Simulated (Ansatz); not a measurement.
**HfN under strain — 14N nuclear quadrupole resonance**

Cell: an entry of the Crystallography Open Database (COD), relaxed with PBE at fixed cell and then changed (z compressed by 3 %, ions relaxed).

```xyz
2
Lattice="0.0000 2.2590 2.1912 2.2590 0.0000 2.1912 2.2590 2.2590 0.0000" Properties=species:S:1:pos:R:3 pbc="T T T"
Hf    0.0000    0.0000    0.0000
N     2.2590    2.2590    2.1912
```

Sites (sets of like atoms) are named by element and the number of their first atom in this list.

Level of theory: DFT, PBE, plane waves and PAW, scalar-relativistic, 420 eV cutoff, Γ-centred 18×18×18 k-points, Fermi–Dirac smearing 0.05 eV (Ansatz 0.2.0).

14N: I = 1, Q = 20.44 mb (year-2017 value). Static lattice, zero field.

**Question.** At which frequencies do the 14N NQR lines lie?

**Answer.** For I = 1 the lines are ν± = (3/4)|C_Q|(1 ± η/3) and ν₀ = |C_Q|η/2.

| site | atoms | V_zz (10²¹ V/m²) | C_Q (MHz) | η | line frequencies (MHz) |
| --- | --- | --- | --- | --- | --- |
| N | 2 | -1.06 | -0.525 | 0.00 | 0.394 |

An axis of threefold or higher order runs through N, so V_zz lies along it and η is zero.

The run finds no gap above 0.1 eV (a metal, or nearly one), so the gradients can move by 10 % or more with the k-mesh. Without spin–orbit coupling the gradients at and beside Hf can be off by some per cent, at some sites by more. At this changed cell the PBE pressure is 15 GPa.
